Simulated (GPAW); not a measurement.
## S K ELNES/XANES of zinc-blende (ZnS)₁₋ₓ(CdS)ₓ at x = 0 from DFT

Aim: the S K edge in zinc-blende (ZnS)₁₋ₓ(CdS)ₓ at x = 0, one member of a composition series.

Calculated with GPAW 26.7.0; X-ray absorption from dipole matrix elements to empty bands, plane-wave PAW LDA.

**1. Set-up**

The structure is cubic, space group F-43m (No. 216). Conventional cell: a = 5.410 Å, b = 5.410 Å, c = 5.410 Å, α = 90.00°, β = 90.00°, γ = 90.00°. Zn has 4 S at 2.34 Å nearest. S has 4 Zn at 2.34 Å nearest. 16-atom zinc-blende cell, 0 of 8 Zn sites taken by Cd at random, lattice constants typed for the ends and interpolated (Vegard). Farther neighbours and most contacts between anions are not listed.

Structure file:

```xyz
16
Lattice="0.0000 5.4100 5.4100 5.4100 0.0000 5.4100 5.4100 5.4100 0.0000" Properties=species:S:1:pos:R:3 pbc="T T T"
Zn    0.0000    0.0000    0.0000
S     1.3525    1.3525    1.3525
Zn    2.7050    2.7050    0.0000
S     4.0575    4.0575    1.3525
Zn    2.7050    0.0000    2.7050
S     4.0575    1.3525    4.0575
Zn    5.4100    2.7050    2.7050
S     6.7625    4.0575    4.0575
Zn    0.0000    2.7050    2.7050
S     1.3525    4.0575    4.0575
Zn    2.7050    5.4100    2.7050
S     4.0575    6.7625    4.0575
Zn    2.7050    2.7050    5.4100
S     4.0575    4.0575    6.7625
Zn    5.4100    5.4100    5.4100
S     6.7625    6.7625    6.7625
```

**2. The field without a hole**

A plain self-consistent run shows whether there is a gap, which decides the set-up of the core-hole run.

Contents of scf.py:

```python
import numpy as np
from ase import Atoms
from ase.parallel import parprint, paropen
from gpaw import GPAW, PW, FermiDirac, Mixer, MixerDif, setup_paths
from gpaw.test import gen
setup_paths.insert(0, '.')
gen('S', name='nch1s', xcname='LDA', corehole=(1, 0, 0), write_xml=True)
from gpaw.mpi import world
world.barrier()

atoms = Atoms('ZnSZnSZnSZnSZnSZnSZnSZnS',
    cell=[[0, 5.41, 5.41],
     [5.41, 0, 5.41],
     [5.41, 5.41, 0]],
    scaled_positions=[[0, 0, 0],
     [0.125, 0.125, 0.125],
     [0, 0, 0.5],
     [0.125, 0.125, 0.625],
     [0, 0.5, 0],
     [0.125, 0.625, 0.125],
     [0, 0.5, 0.5],
     [0.125, 0.625, 0.625],
     [0.5, 0, 0],
     [0.625, 0.125, 0.125],
     [0.5, 0, 0.5],
     [0.625, 0.125, 0.625],
     [0.5, 0.5, 0],
     [0.625, 0.625, 0.125],
     [0.5, 0.5, 0.5],
     [0.625, 0.625, 0.625]],
    pbc=True)
atoms.calc = calc = GPAW(legacy_gpaw=True, mode=PW(400, force_complex_dtype=True), xc='LDA', setups={1: 'nch1s'},
    kpts={'size': (4, 4, 4), 'gamma': True}, occupations=FermiDirac(0.05),
    charge=0, mixer=Mixer(0.1, 5, 50), maxiter=150,
    convergence={'density': 0.0001, 'eigenstates': 1e-6}, txt='scf.txt')
energy = atoms.get_potential_energy() + calc.get_reference_energy()
ef = calc.get_fermi_level()
out = dict(energy=energy, fermi=ef, forces=atoms.get_forces().tolist())
parprint(f'all-electron energy {energy:.4f} eV, Fermi level {ef:.4f} eV')
ev = np.array([[calc.get_eigenvalues(k, s) for k in range(len(calc.get_ibz_k_points()))] for s in range(calc.get_number_of_spins())])
out['homo'], out['lumo'], out['counts'] = ev[ev < ef].max(), ev[ev > ef].min(), sorted(set((ev < ef).sum((0, 2)).tolist()))
out['filled'] = (ev[:, 0] < ef).sum(1).tolist()
import json
with paropen('out.json', 'w') as f:
    json.dump(out, f)
```

The run is started by

```console
> OMP_NUM_THREADS=1 mpirun -n 4 gpaw python scf.py
```

Numbers of over 12 decimals in the logs are rounded to 6 here.

What it wrote:

```text
Input parameters:
  convergence: {density: 0.0001,
                eigenstates: 1e-06}
  kpts: {gamma: True,
         size: (4, 4, 4)}
  maxiter: 150
  mixer: {backend: pulay,
          beta: 0.1,
          method: separate,
          nmaxold: 5,
          weight: 50}
  mode: {ecut: 400.0,
         force_complex_dtype: True,
         name: pw}
  occupations: {fixmagmom: False,
                name: fermi-dirac,
                width: 0.05}
  setups: {1: nch1s}

Initialize ...

[... PAW data sets ...]

Reference energy: -476899.885178  # eV

Spin-paired calculation

[... convergence settings ...]
Symmetries present (total): 6
  [... symmetry matrices ...]

64 k-points: 4 x 4 x 4 Monkhorst-Pack grid + [1/8,1/8,1/8]
13 k-points in the irreducible part of the Brillouin zone
       k-points in crystal coordinates                weights
   0:     0.00000000    0.00000000    0.00000000          1/64
   1:     0.25000000    0.00000000   -0.25000000          6/64
   2:     0.25000000    0.00000000    0.00000000          6/64
   3:     0.25000000    0.25000000   -0.25000000          6/64
   4:     0.25000000    0.25000000    0.00000000          6/64
   5:     0.25000000    0.25000000    0.25000000          2/64
   6:     0.50000000    0.00000000    0.00000000          3/64
   7:     0.50000000    0.25000000   -0.25000000          6/64
   8:     0.50000000    0.25000000    0.00000000         12/64
   9:     0.50000000    0.25000000    0.25000000          6/64
          ...
  12:     0.50000000    0.50000000    0.50000000          1/64

Wave functions: Plane wave expansion
  Cutoff energy: 400.000 eV
  Number of coefficients (min, max): 5720, 5780
  Pulay-stress correction: 0.000000 eV/Ang^3 (de/decut=0.000000)
  Using FFTW library
  Wavefunction extrapolation:
    Improved wavefunction reuse through dual PAW basis

Occupation numbers: Fermi-Dirac:
  width: 0.0500  # eV

Eigensolver
   Davidson(niter=2)

Densities:
  Coarse grid: 36*36*36 grid
  Fine grid: 72*72*72 grid
  Total Charge: 0.000000

Density mixing:
  Method: separate
  Backend: pulay
  Linear mixing parameter: 0.1
  old densities: 5
  Width of damping distribution: 1.1
  Damping of long wavelength oscillations: 50

[... Hamiltonian set-up ...]
Number of atoms: 16
Number of atomic orbitals: 104
Number of bands in calculation: 91
Number of valence electrons: 144
Bands to converge: occupied

... initialized

Initializing position-dependent things.

Density initialized from atomic densities
Creating initial wave functions:
  91 bands from LCAO basis set

                            S
                    S
                        Zn
                     S
               Zn
             S   Zn       S

         Zn       S   Zn
                    S
              Zn
           S
               Zn
       Zn

Atomic positions and initial magnetic moments

Positions:
   0 Zn     0.000000    0.000000    0.000000    ( 0.0000,  0.0000,  0.0000)
   1 S      1.352500    1.352500    1.352500    ( 0.0000,  0.0000,  0.0000)
   2 Zn     2.705000    2.705000    0.000000    ( 0.0000,  0.0000,  0.0000)
   3 S      4.057500    4.057500    1.352500    ( 0.0000,  0.0000,  0.0000)
   4 Zn     2.705000    0.000000    2.705000    ( 0.0000,  0.0000,  0.0000)
   5 S      4.057500    1.352500    4.057500    ( 0.0000,  0.0000,  0.0000)
   6 Zn     5.410000    2.705000    2.705000    ( 0.0000,  0.0000,  0.0000)
[...]
13 S      4.057500    4.057500    6.762500    ( 0.0000,  0.0000,  0.0000)
  14 Zn     5.410000    5.410000    5.410000    ( 0.0000,  0.0000,  0.0000)
  15 S      6.762500    6.762500    6.762500    ( 0.0000,  0.0000,  0.0000)

Unit cell:
           periodic     x           y           z      points  spacing
  1. axis:    yes    0.000000    5.410000    5.410000    36     0.1735
  2. axis:    yes    5.410000    0.000000    5.410000    36     0.1735
  3. axis:    yes    5.410000    5.410000    0.000000    36     0.1735

  Lengths:   7.650895   7.650895   7.650895
  Angles:   60.000000  60.000000  60.000000

Effective grid spacing dv^(1/3) = 0.1893

iter:   1   -67.057920
iter:   2   -67.088555   -0.06  -1.20
iter:   3   -65.774853   -1.02  -1.27
iter:   4   -65.878973   -1.58  -1.57
iter:   5   -65.833482   -1.84  -1.65
iter:   6   -65.782211   -2.45  -2.09
iter:   7   -65.751449   -2.44  -2.67
iter:   8   -65.749626c  -2.76  -2.73
iter:   9   -65.746635c  -3.56  -2.85
iter:  10   -65.746559c  -4.08  -3.28
iter:  11   -65.746515c  -4.23  -3.76
iter:  12   -65.746526c  -4.35  -4.17c
iter:  13   -65.746533c  -4.65  -4.91c
iter:  14   -65.746539c  -4.97  -4.97c
iter:  15   -65.746541c  -5.12  -4.94c
iter:  16   -65.746542c  -5.39  -5.07c
iter:  17   -65.746543c  -5.64  -5.20c
iter:  18   -65.746544c  -5.74  -5.27c
iter:  19   -65.746544c  -6.15c -5.31c

Converged after 19 iterations.

Dipole moment: (-24.246824, -24.246824, -24.246824) |e|*Ang

Energy contributions relative to reference atoms: (reference = -476899.885178)

Kinetic:        +63.180178
Potential:      -53.420722
External:        +0.000000
XC:             -75.465921
Entropy (-ST):   -0.000000
Local:           -0.040080
SIC:             +0.000000
--------------------------
Free energy:    -65.746544
Extrapolated:   -65.746544

Showing only first 2 kpts
 Kpt  Band  Eigenvalues  Occupancy
  0    70      3.43707    2.00000
  0    71      3.43707    2.00000
  0    72      5.28212    0.00000
  0    73      6.51883    0.00000

  1    70      2.56560    2.00000
  1    71      3.23351    2.00000
  1    72      6.93802    0.00000
  1    73      7.31624    0.00000

Fermi level: 4.39106

Gap: 1.845 eV
Transition (v -> c):
  (s=0, k=0, n=71, [0.00, 0.00, 0.00]) -> (s=0, k=0, n=72, [0.00, 0.00, 0.00])
No difference between direct/indirect transitions

Forces in eV/Ang:
  0 Zn   -0.00000   -0.00000   -0.00000
  1 S    -0.00003   -0.00003   -0.00003
  2 Zn   -0.00000   -0.00000    0.00000
  3 S    -0.00003   -0.00003   -0.00002
  4 Zn   -0.00000    0.00000   -0.00000
  5 S    -0.00003   -0.00002   -0.00003
  6 Zn   -0.00001   -0.00001   -0.00001
[...]
13 S    -0.00002   -0.00002   -0.00002
 14 Zn   -0.00001   -0.00001   -0.00001
 15 S    -0.00002   -0.00002   -0.00002
Scalar-relativistic atomic LDA calculation for S (Sulfur, Z=16)
Core hole in 1s state (1s occupation: 2.0)
450 radial gridpoints.
|------------------------------------------------|
|------------------------------------------------|
[... the atom generator's iteration count ...]

Energy contributions:
-------------------------
Kinetic:     +398.923399
XC:           -24.210329
Potential:   -772.509196
-------------------------
Total:       -397.796126

state      eigenvalue         ekin         rmax
-----------------------------------------------
1s^2.0 :   -88.078630   121.519046        0.063
2s^2.0 :    -7.745453    18.438857        0.389
2p^6.0 :    -5.751715    17.606302        0.325
3s^2.0 :    -0.634959     2.788351        1.406
3p^4.0 :    -0.261139     1.948270        1.598
-----------------------------------------------
(units: Bohr and Hartree)

Generating PAW setup
Kinetic energy of the core from tauc = 386.637961
Cutoffs:
rc(s)=1.840
rc(p)=1.850
rc(d)=1.700
rc(vbar)=1.720
rc(comp)=1.430
rc(nct)=1.850

Kinetic energy of the core states: 385.553617
Charge: 0.0
Core electrons: 10.0
Valence electrons: 6.0
Pseudo-core charge: 0.059824
Shape function alpha=4.890
Pseudo-electron charge 6.430847
state    eigenvalue         norm
--------------------------------
3s(2) :    -0.634959     1.191395
*s    :     0.365041
3p(4) :    -0.261139     0.997058
*p    :     0.738861
*d    :     0.000000
--------------------------------

Diagonalizing with gridspacing h=0.050

state   all-electron     PAW
-------------------------------
3s:      -0.634959    -0.635587
3p:      -0.261139    -0.261554
*d:                    0.043150
*f:                    0.074695
-------------------------------
all-electron energy -476965.6317 eV, Fermi level 4.3911 eV
```

Elapsed: 2.9 min, on 4 MPI ranks of Arm Neoverse N1, shared host; peak memory 0.33 GiB; 11 min of CPU time.

The mesh shows a gap of 1.85 eV. The excited electron is kept all the same, so that all members of the series, with or without a gap, are treated alike.

**3. Reference energy of the cell**

The photon energy needs a difference of total energies, so the cell and mesh of the coming hole run are first run without a hole.

Changes to scf.py since step 2:

```diff
@@ -32,3 +32,3 @@
 atoms.calc = calc = GPAW(legacy_gpaw=True, mode=PW(400, force_complex_dtype=True), xc='LDA', setups={1: 'nch1s'},
-    kpts={'size': (4, 4, 4), 'gamma': True}, occupations=FermiDirac(0.05),
+    kpts={'size': (3, 3, 3), 'gamma': True}, occupations=FermiDirac(0.02),
     charge=0, mixer=Mixer(0.1, 5, 50), maxiter=150,
```

What it wrote:

```text
Input parameters:
  convergence: {density: 0.0001,
                eigenstates: 1e-06}
  kpts: {gamma: True,
         size: (3, 3, 3)}
  maxiter: 150
  mixer: {backend: pulay,
          beta: 0.1,
          method: separate,
          nmaxold: 5,
          weight: 50}
  mode: {ecut: 400.0,
         force_complex_dtype: True,
         name: pw}
  occupations: {fixmagmom: False,
                name: fermi-dirac,
[...]
3s(2) :    -0.634959     1.191395
*s    :     0.365041
3p(4) :    -0.261139     0.997058
*p    :     0.738861
*d    :     0.000000
--------------------------------

Diagonalizing with gridspacing h=0.050

state   all-electron     PAW
-------------------------------
3s:      -0.634959    -0.635587
3p:      -0.261139    -0.261554
*d:                    0.043150
*f:                    0.074695
-------------------------------
all-electron energy -476965.5993 eV, Fermi level 4.0451 eV
[key lines of the parts left out:]
Converged after 19 iterations.
Dipole moment: (-24.237348, -24.237348, -24.237348) |e|*Ang
Free energy:    -65.714131
Fermi level: 4.04505
```

It took 92 s on 4 MPI ranks; peak memory 0.26 GiB; 5.8 min of CPU time.

Reference energy: -476965.599 eV with the cores included.

(Part 1 of 2 ends here.)

[Banner, clock and machine lines of the logs are left out without a mark of their own.]

[Logs are printed without paths, hosts, clocks, repeated set-up lines and the standing remarks that a program may print on its own settings, such as how far it seeks lower states.]

[Hosts, paths, dates, database ids (printed as entryN), source tags and the programs' standing remarks are cut or masked in the printed files.]

[Lists of maxima count a maximum above −3 eV only where it reaches 4 % of the highest in the window and stands out from its surroundings by 2 % of it (1.5 % where it reaches 55 %); shoulders and weaker maxima are passed over, and of the rest the first, up to two pre-edge ones and the few strongest are named.]
